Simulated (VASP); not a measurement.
**A VASP 6.6.1 single-point calculation on PbSe**

INCAR

```
NBANDS = 17
NELM = 120
ENCUT = 520
SIGMA = 0.2
LCHARG = .FALSE.
ISMEAR = -5
ISIF = 2
NSW = 0
LREAL = .FALSE.
EDIFF = 1E-7
LWAVE = .FALSE.
IBRION = -1
PREC = Accurate
LASPH = .TRUE.
GGA = PE
```

KPOINTS

```
KPOINTS created by Atomic Simulation Environment
0
Gamma
2 2 2
0 0 0
```

POSCAR

```
Pb Se
 1.0000000000000000
     0.0000000000000000    3.0887022202000001    3.0034540389000002
     3.0887022202000001    0.0000000000000000    3.0034540389000002
     3.0887022202000001    3.0887022202000001    0.0000000000000000
 Pb  Se
   1   1
Cartesian
  0.0000000000000000  0.0000000000000000  0.0000000000000000
  3.0887022202000001  3.0887022202000001  3.0034540389000002
```

The recommended PBE PAW datasets give the neutral cell 20 valence electrons.

Command

```
mpirun -np 1 vasp_std
```

Q: How does this run end, and what does it give?

A: It converged. Results: gap between bands v and c on the k mesh 0.06 eV; least direct gap on the k mesh 0.06 eV; pressure 10.8 GPa. Band v is the last that the valence electrons fill when counted band by band, and c is the next.

OSZICAR

```
N       E                     dE             d eps       ncg     rms          rms(c)
DAV:   1     0.151781909293E+03    0.15178E+03   -0.94213E+03   136   0.117E+03
DAV:   2     0.471988253880E+01   -0.14706E+03   -0.14222E+03   145   0.301E+02
DAV:   3    -0.704282636206E+01   -0.11763E+02   -0.11670E+02   179   0.908E+01
DAV:   4    -0.730223156638E+01   -0.25941E+00   -0.25915E+00   191   0.154E+01
DAV:   5    -0.731052347794E+01   -0.82919E-02   -0.82914E-02   190   0.270E+00    0.344E+00
DAV:   6    -0.665134134431E+01    0.65918E+00   -0.13997E+00   190   0.720E+00    0.191E+00
DAV:   7    -0.660526732045E+01    0.46074E-01   -0.43187E-01   205   0.294E+00    0.108E+00
DAV:   8    -0.661474753784E+01   -0.94802E-02   -0.41771E-02   166   0.228E+00    0.265E-01
DAV:   9    -0.661324466397E+01    0.15029E-02   -0.11143E-02   182   0.100E+00    0.792E-02
DAV:  10    -0.661333691204E+01   -0.92248E-04   -0.10778E-03   163   0.183E-01    0.237E-02
DAV:  11    -0.661337811011E+01   -0.41198E-04   -0.12130E-04   168   0.104E-01    0.239E-02
DAV:  12    -0.661337774257E+01    0.36754E-06   -0.43705E-06   189   0.147E-02    0.250E-03
DAV:  13    -0.661337799238E+01   -0.24981E-06   -0.65859E-07   199   0.851E-03    0.123E-03
DAV:  14    -0.661337805949E+01   -0.67116E-07   -0.49553E-07   140   0.494E-03
   1 F= -.66133781E+01 E0= -.66133781E+01  d E =0.000000E+00
```

Standard output (part)

```
POSCAR found type information on POSCAR PbSe
 POSCAR found :  2 types and       2 ions
 LDA part: xc-table for (Slater+PW92), standard interpolation
 POSCAR, INCAR and KPOINTS ok, starting setup
 WAVECAR not read
 entering main loop
```

These settings aren't sound, so the numbers aren't properties of the crystal.

On sound settings PBE gives a gap of 0.27 eV on its mesh and a pressure of 2.6 GPa for the intended cell.
